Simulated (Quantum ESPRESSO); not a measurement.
**HfO2: single point with PBE**

HfO2:

```
Hf O
1.0
     0.14284    2.67504    2.57479
     2.41917    0.24364    2.47399
     2.69874    2.85381   -0.03593
Hf O
1 2
Direct
  0.99797 0.00217 0.99964
  0.24989 0.24693 0.25588
  0.75214 0.75090 0.74448
```

| Property | Result |
| --- | --- |
| Program | Quantum ESPRESSO 7.5 |
| Task | single point |
| Functional | PBE |
| Potentials or basis | SSSP 1.3 efficiency PBE |
| Cutoff | 816 eV |
| Density cutoff | 5987 eV |
| k mesh | 9 × 10 × 9 |
| Occupations | fermi-dirac, width 0.05 eV |
| Spin | no spin polarisation |
| Mixing beta | 0.5 |
| Most SCF iterations | 120 |
| SCF threshold | 6e-10 Ry |

```json
{
  "Pressure": "4.2 GPa",
  "Largest force": "1.337 eV/Å",
  "Band gap on the k mesh": "3.54 eV, indirect (least direct gap 3.76 eV)"
}
```

Forces in eV/Å, atoms in the order of the input:
```
Hf  -0.088  0.082 -0.050
O   -0.699  0.367 -0.933
O    0.788 -0.449  0.982
```

Stress tensor (GPa, compression positive):
```
 15.40 -14.90   6.62
-14.90  -8.85  -6.36
  6.62  -6.36   6.03
```

Levels at points of the mesh, in eV from the valence-band top:
| k point | band 9 | band 10 | band 11 | band 12 | band 13 | band 14 | band 15 | band 16 |
| --- | --- | --- | --- | --- | --- | --- | --- | --- |
| (0.00, 0.00, 0.00) | -5.19 | -1.13 | -0.70 | -0.36 | 3.54 | 3.98 | 5.61 | 9.20 |
| (0.00, -0.50, 0.00) | -3.63 | -2.62 | -2.23 | -1.90 | 4.54 | 5.29 | 7.18 | 8.06 |

Run time: 3 min on 1 thread of AMD EPYC 7R13 Processor (Zen 3) (shared host), peak memory 0.3 GiB.

Caveat: spin-orbit coupling is left out, which moves the levels of the heavy elements; an odd mesh through Γ misses points on the zone boundary, where band edges often lie; forces of over 1 eV/Å show positions far from the minimum, so gaps and moduli don't describe the material at rest. As with any semilocal functional, this PBE gap is likely too small.
